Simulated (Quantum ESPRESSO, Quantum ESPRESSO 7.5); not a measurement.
**blue phosphorene, 1 layer, rectangular cell: a series in strain along the second axis**

Wanted: a table for blue phosphorene, 1 layer, rectangular cell against strain along the second axis, and what can be fitted to it.

Calculated with Quantum ESPRESSO 7.5; plane-wave DFT, PBE, GBRV ultrasoft pseudopotentials.

## (1) The starting structure

The cell holds 4 atoms: 4 P. Cell: a = 3.280 Å, b = 5.681 Å, c = 16.240 Å, α = 90.0°, β = 90.0°, γ = 90.0°. It derives from P. Vacuum lies along c.

Set-up: Cell and atoms are first relaxed; each strained cell is then held, the other axis too, and the atoms relax in it. A periodic run with 15 Å of vacuum in the starting cell gives the vacuum levels, and bands follow along a path.

Members -2, -1, 0, 1 and 2 took the same steps and show in the table alone.

## (2) Variable-cell relaxation of the reference

What the set-up leaves free in this member is relaxed.

The input, ref.relax.in:

```
&control
  prefix = 'ref.relax'
  outdir = './out'
  pseudo_dir = './pseudo'
  nstep = 80
  forc_conv_thr = 0.0004
  calculation = 'vc-relax'
  etot_conv_thr = 1e-06
/
&system
  ibrav = 0
  nat = 4
  ntyp = 1
  ecutwfc = 50
  ecutrho = 250
  occupations = 'smearing'
  smearing = 'fd'
  degauss = 0.004
/
&electrons
  conv_thr = 1e-09
  mixing_beta = 0.4
  electron_maxstep = 120
  mixing_mode = 'plain'
/
&ions
/
&cell
  cell_dofree = '2Dxy'
  press_conv_thr = 0.3
/
ATOMIC_SPECIES
  P   30.9738  p_pbe_v1.5.uspp.F.UPF
CELL_PARAMETERS angstrom
  3.28000000000000 0.00000000000000 0.00000000000000
  0.00000000000000 5.68112664882592 0.00000000000000
  0.00000000000000 0.00000000000000 16.24000000000000
ATOMIC_POSITIONS crystal
  P   0.500000000000 0.166666666600 0.461822660099
  P   0.000000000100 0.666666666600 0.461822660099
  P   0.999999999900 0.333333333400 0.538177339901
  P   0.500000000000 0.833333333300 0.538177339901
K_POINTS automatic
  10 6 1 0 0 0
```

On the command line:

```console
> OMP_NUM_THREADS=1 mpirun -n 4 pw.x -nk 4 -in ref.relax.in > ref.relax.out
```

Output:

```text
Program PWSCF v.7.5 starts
[citation notice left out]

     Parallel version (MPI & OpenMP), running on       4 processor cores
     Number of MPI processes:                 4
     Threads/MPI process:                     1

     MPI processes distributed on     1 nodes
[...]
Current dimensions of program PWSCF are:
     Max number of different atomic species (ntypx) = 10
     Max number of k-points (npk) =  40000
     Max angular momentum in pseudopotentials (lmaxx) =  4
     Found identity + ( -0.5000 -0.5000  0.0000) symmetry
     This is a supercell, fractional translations are disabled
     Message from routine setup:
     using ibrav=0 with symmetry is DISCOURAGED, use correct ibrav instead

     K-points division:     npool     =       4
     Subspace diagonalization in iterative solution of the eigenvalue problem:
     a serial algorithm will be used

     G-vector sticks info
     --------------------
     sticks:   dense  smooth     PW     G-vecs:    dense   smooth      PW
     Sum        1325    1047    309               136379    97385   15447

     Using Slab Decomposition

     bravais-lattice index     =            0
     lattice parameter (alat)  =       6.1983  a.u.
     unit-cell volume          =    2042.1655 (a.u.)^3
     number of atoms/cell      =            4
     number of atomic types    =            1
     number of electrons       =        20.00
     number of Kohn-Sham states=           14
     kinetic-energy cutoff     =      50.0000  Ry
     charge density cutoff     =     250.0000  Ry
     scf convergence threshold =      1.0E-09
     mixing beta               =       0.4000
     number of iterations used =            8  plain     mixing
     energy convergence thresh.=      1.0E-06
     force convergence thresh. =      4.0E-04
     press convergence thresh. =      3.0E-01
     Exchange-correlation=  SLA  PW   PBX  PBC
                           (   1   4   3   4   0   0   0)
     nstep                     =           80

     celldm(1)=   6.198302  celldm(2)=   0.000000  celldm(3)=   0.000000
     celldm(4)=   0.000000  celldm(5)=   0.000000  celldm(6)=   0.000000

     crystal axes: (cart. coord. in units of alat)
               a(1) = (   1.000000   0.000000   0.000000 )
               a(2) = (   0.000000   1.732051   0.000000 )
               a(3) = (   0.000000   0.000000   4.951220 )

     reciprocal axes: (cart. coord. in units 2 pi/alat)
               b(1) = (  1.000000  0.000000  0.000000 )
               b(2) = (  0.000000  0.577350  0.000000 )
               b(3) = (  0.000000  0.000000  0.201970 )

     PseudoPot. # 1 for P  read from file:
     ./pseudo/p_pbe_v1.5.uspp.F.UPF
     Pseudo is Ultrasoft + core correction, Zval =  5.0
     Generated by new atomic code, or converted to UPF format
     Using radial grid of  903 points,  6 beta functions with:
                l(1) =   0
                l(2) =   0
                l(3) =   1
                l(4) =   1
                l(5) =   2
                l(6) =   2
     Q(r) pseudized with  8 coefficients,  rinner =    1.300   1.300   1.300
                                                       1.300   1.300

     atomic species   valence    mass     pseudopotential
     P                 5.00    30.97380     P ( 1.00)

      4 Sym. Ops., with inversion, found

   Cartesian axes

     site n.     atom                  positions (alat units)
         1        P      tau(   1) = (   0.5000000   0.2886751   2.2865854  )
         2        P      tau(   2) = (   0.0000000   1.1547005   2.2865854  )
         3        P      tau(   3) = (   1.0000000   0.5773503   2.6646341  )
         4        P      tau(   4) = (   0.5000000   1.4433757   2.6646341  )

     number of k points=    24  Fermi-Dirac smearing, width (Ry)=  0.0040
                       cart. coord. in units 2pi/alat
        k(    1) = (   0.0000000   0.0000000   0.0000000), wk =   0.0333333
        k(    2) = (   0.0000000   0.0962250   0.0000000), wk =   0.0666667
        k(    3) = (   0.0000000   0.1924501   0.0000000), wk =   0.0666667
        k(    4) = (   0.0000000  -0.2886751   0.0000000), wk =   0.0333333
        k(    5) = (   0.1000000   0.0000000   0.0000000), wk =   0.0666667
        k(    6) = (   0.1000000   0.0962250   0.0000000), wk =   0.1333333
        k(    7) = (   0.1000000   0.1924501   0.0000000), wk =   0.1333333
        k(    8) = (   0.1000000  -0.2886751   0.0000000), wk =   0.0666667
        k(    9) = (   0.2000000   0.0000000   0.0000000), wk =   0.0666667
        k(   10) = (   0.2000000   0.0962250   0.0000000), wk =   0.1333333
[...]
k(   24) = (  -0.5000000  -0.2886751   0.0000000), wk =   0.0333333

     Dense  grid:   136379 G-vectors     FFT dimensions: (  32,  60, 160)

     Smooth grid:    97385 G-vectors     FFT dimensions: (  27,  50, 144)

     Estimated max dynamical RAM per process >     217.02 MB

     Estimated total dynamical RAM >     768.19 MB

     Initial potential from superposition of free atoms

     starting charge      19.9994, renormalised to      20.0000

     negative rho (up, down):  8.061E-05 0.000E+00
     Starting wfcs are   16 randomized atomic wfcs

     total cpu time spent up to now is        2.5 secs

     per-process dynamical memory:    98.1 Mb

     Self-consistent Calculation

     iteration #  1     ecut=    50.00 Ry     beta= 0.40
     Davidson diagonalization with overlap
     ethr =  1.00E-02,  avg # of iterations =  2.7

     Threshold (ethr) on eigenvalues was too large:
     Diagonalizing with lowered threshold

     Davidson diagonalization with overlap
     ethr =  3.02E-04,  avg # of iterations =  3.5

     negative rho (up, down):  9.640E-06 0.000E+00

     total cpu time spent up to now is        6.0 secs

     total energy              =     -62.06557060 Ry
     estimated scf accuracy    <       0.06179123 Ry

     iteration #  2     ecut=    50.00 Ry     beta= 0.40
[...]
negative rho (up, down):  6.485E-05 0.000E+00

[...]
total energy              =     -62.06307253 Ry
     estimated scf accuracy    <       0.01818766 Ry

     iteration #  3     ecut=    50.00 Ry     beta= 0.40
[...]
negative rho (up, down):  8.391E-05 0.000E+00

[...]
total energy              =     -62.06440389 Ry
     estimated scf accuracy    <       0.00049131 Ry

     iteration #  4     ecut=    50.00 Ry     beta= 0.40
[...]
negative rho (up, down):  9.892E-05 0.000E+00

[...]
Using Slab Decomposition

     bravais-lattice index     =            0
     lattice parameter (alat)  =       6.1983  a.u.
     unit-cell volume          =    2042.4252 (a.u.)^3
     number of atoms/cell      =            4
     number of atomic types    =            1
     number of electrons       =        20.00
     number of Kohn-Sham states=           14
     kinetic-energy cutoff     =      50.0000  Ry
     charge density cutoff     =     250.0000  Ry
     scf convergence threshold =      1.0E-11
     mixing beta               =       0.4000
     number of iterations used =            8  plain     mixing
     press convergence thresh. =      3.0E-01
     Exchange-correlation=  SLA  PW   PBX  PBC
                           (   1   4   3   4   0   0   0)

     celldm(1)=   6.198302  celldm(2)=   0.000000  celldm(3)=   0.000000
     celldm(4)=   0.000000  celldm(5)=   0.000000  celldm(6)=   0.000000

     crystal axes: (cart. coord. in units of alat)
               a(1) = (   1.000080   0.000000   0.000000 )
               a(2) = (   0.000000   1.732133   0.000000 )
               a(3) = (   0.000000   0.000000   4.951220 )

     reciprocal axes: (cart. coord. in units 2 pi/alat)
               b(1) = (  0.999920  0.000000  0.000000 )
               b(2) = (  0.000000  0.577323  0.000000 )
               b(3) = (  0.000000  0.000000  0.201970 )

     PseudoPot. # 1 for P  read from file:
     ./pseudo/p_pbe_v1.5.uspp.F.UPF
     Pseudo is Ultrasoft + core correction, Zval =  5.0
     Generated by new atomic code, or converted to UPF format
     Using radial grid of  903 points,  6 beta functions with:
                l(1) =   0
                l(2) =   0
                l(3) =   1
                l(4) =   1
                l(5) =   2
                l(6) =   2
     Q(r) pseudized with  8 coefficients,  rinner =    1.300   1.300   1.300
                                                       1.300   1.300

     atomic species   valence    mass     pseudopotential
     P                 5.00    30.97380     P ( 1.00)

      4 Sym. Ops., with inversion, found

   Cartesian axes

     site n.     atom                  positions (alat units)
         1        P      tau(   1) = (   0.5000399   0.2886898   2.2864160  )
         2        P      tau(   2) = (   0.0000000   1.1547560   2.2864159  )
         3        P      tau(   3) = (   1.0000797   0.5773770   2.6648036  )
         4        P      tau(   4) = (   0.5000399   1.4434431   2.6648035  )

     number of k points=    24  Fermi-Dirac smearing, width (Ry)=  0.0040
                       cart. coord. in units 2pi/alat
        k(    1) = (   0.0000000   0.0000000   0.0000000), wk =   0.0333333
        k(    2) = (   0.0000000   0.0962205   0.0000000), wk =   0.0666667
        k(    3) = (   0.0000000   0.1924410   0.0000000), wk =   0.0666667
        k(    4) = (   0.0000000  -0.2886614   0.0000000), wk =   0.0333333
        k(    5) = (   0.0999920   0.0000000   0.0000000), wk =   0.0666667
        k(    6) = (   0.0999920   0.0962205   0.0000000), wk =   0.1333333
        k(    7) = (   0.0999920   0.1924410   0.0000000), wk =   0.1333333
        k(    8) = (   0.0999920  -0.2886614   0.0000000), wk =   0.0666667
        k(    9) = (   0.1999841   0.0000000   0.0000000), wk =   0.0666667
        k(   10) = (   0.1999841   0.0962205   0.0000000), wk =   0.1333333
[...]
k(   24) = (  -0.4999601  -0.2886614   0.0000000), wk =   0.0333333

     Dense  grid:   136411 G-vectors     FFT dimensions: (  32,  60, 160)

     Smooth grid:    97409 G-vectors     FFT dimensions: (  27,  50, 144)

     Estimated max dynamical RAM per process >     218.10 MB

     Estimated total dynamical RAM >     772.49 MB

     Initial potential from superposition of free atoms

     starting charge      19.9994, renormalised to      20.0000

     negative rho (up, down):  8.070E-05 0.000E+00
     Starting wfcs are   16 randomized atomic wfcs

     total cpu time spent up to now is       50.6 secs

     per-process dynamical memory:    97.9 Mb

     Self-consistent Calculation

     iteration #  1     ecut=    50.00 Ry     beta= 0.40
     Davidson diagonalization with overlap
     c_bands:  1 eigenvalues not converged
     c_bands:  1 eigenvalues not converged
     c_bands:  1 eigenvalues not converged
     c_bands:  1 eigenvalues not converged
     c_bands:  1 eigenvalues not converged
     ethr =  1.00E-06,  avg # of iterations = 18.7

     negative rho (up, down):  1.143E-05 0.000E+00

     total cpu time spent up to now is       56.3 secs

     total energy              =     -62.06643503 Ry
     estimated scf accuracy    <       0.06278841 Ry

[...]
iteration # 11     ecut=    50.00 Ry     beta= 0.40
[...]
negative rho (up, down):  1.242E-04 0.000E+00

[...]
End of self-consistent calculation

          k = 0.0000 0.0000 0.0000 ( 12121 PWs)   bands (ev):

   -17.1610 -14.0441 -12.0063  -9.4421  -6.1742  -5.3248  -4.3977  -3.4470
    -3.1771  -3.1768  -1.0422   0.5040   0.7177   0.8531

          k = 0.0000 0.0962 0.0000 ( 12134 PWs)   bands (ev):

   -17.0492 -14.5826 -11.3122  -9.3680  -6.5599  -5.2302  -4.0595  -3.9585
    -3.4246  -3.3819  -1.0795   0.5342   0.5936   1.1690

          k = 0.0000 0.1924 0.0000 ( 12140 PWs)   bands (ev):

   -16.7161 -15.4330 -10.0779  -9.1921  -7.0865  -5.6428  -4.9522  -3.9594
    -3.3143  -3.2170  -1.1135  -0.1337   1.0722   1.8064

          k = 0.0000-0.2887 0.0000 ( 12172 PWs)   bands (ev):

   -16.1699 -16.1699  -9.2090  -9.2090  -6.9273  -6.9273  -4.5114  -4.5114
    -3.0879  -3.0879  -0.7984  -0.7984   2.2546   2.2557

          k = 0.1000 0.0000 0.0000 ( 12142 PWs)   bands (ev):

   -17.0403 -13.9202 -11.9943  -9.3623  -6.5434  -5.6249  -4.3680  -4.0992
    -3.4704  -3.3768  -0.0217   0.3294   0.7227   0.9036

          k = 0.1000 0.0962 0.0000 ( 12162 PWs)   bands (ev):

   -16.9289 -14.4667 -11.3049  -9.2953  -6.6348  -5.8574  -4.7250  -3.8904
    -3.6835  -3.3168  -0.2452   0.3856   0.6865   1.2760

[...]
the Fermi energy is    -2.0526 ev

!    total energy              =     -62.06481569 Ry
     estimated scf accuracy    <          9.1E-13 Ry
     smearing contrib. (-TS)   =      -0.00000000 Ry
     internal energy E=F+TS    =     -62.06481569 Ry

     The total energy is F=E-TS. E is the sum of the following terms:
     one-electron contribution =    -246.33707833 Ry
     hartree contribution      =     126.26225848 Ry
     xc contribution           =     -23.52998179 Ry
     ewald contribution        =      81.53998595 Ry

     convergence has been achieved in  11 iterations

     negative rho (up, down):  1.242E-04 0.000E+00

     Forces acting on atoms (cartesian axes, Ry/au):

     atom    1 type  1   force =     0.00000000    0.00000281    0.00002754
     atom    2 type  1   force =     0.00000000    0.00000323    0.00002733
     atom    3 type  1   force =     0.00000000   -0.00000323   -0.00002733
     atom    4 type  1   force =     0.00000000   -0.00000281   -0.00002754

     Total force =     0.000055     Total SCF correction =     0.000001

     Computing stress (Cartesian axis) and pressure

     negative rho (up, down):  1.242E-04 0.000E+00
          total   stress  (Ry/bohr**3)                   (kbar)     P=        0.05
   0.00000076   0.00000000   0.00000000            0.11        0.00        0.00
   0.00000000   0.00000033  -0.00000001            0.00        0.05       -0.00
   0.00000000  -0.00000001  -0.00000009            0.00       -0.00       -0.01

[...]
=------------------------------------------------------------------------------=
   JOB DONE.
=------------------------------------------------------------------------------=
```

Wall time 77 s (4 MPI ranks of Intel Xeon Platinum 8375C at 2.90GHz (Ice Lake), shared host); peak memory 0.93 GiB; 5.1 min of CPU time.

Little changed from the start: no atom moved by 0.005 Å and no cell edge by 0.1 %.

 The last row is no step: it is a fresh SCF in the final cell with a new plane-wave basis, +0 meV from the row before.

Read from the output:

* free energy: -844.4348 eV
* Fermi energy: -2.053 eV

[end of part 1 of 5]

[Logs are printed without paths, hosts, clocks, repeated set-up lines and the standing remarks that a program may print on its own settings, such as how far it seeks lower states.]

[Hosts, paths, dates, database ids (printed as entryN), source tags and the programs' standing remarks are cut or masked in the printed files.]

[Maps of the electrostatic potential energy from Ansatz leave out the sawtooth potential of an applied field or a dipole correction, so their vacuum need not be flat; planar profiles and work functions include it.]
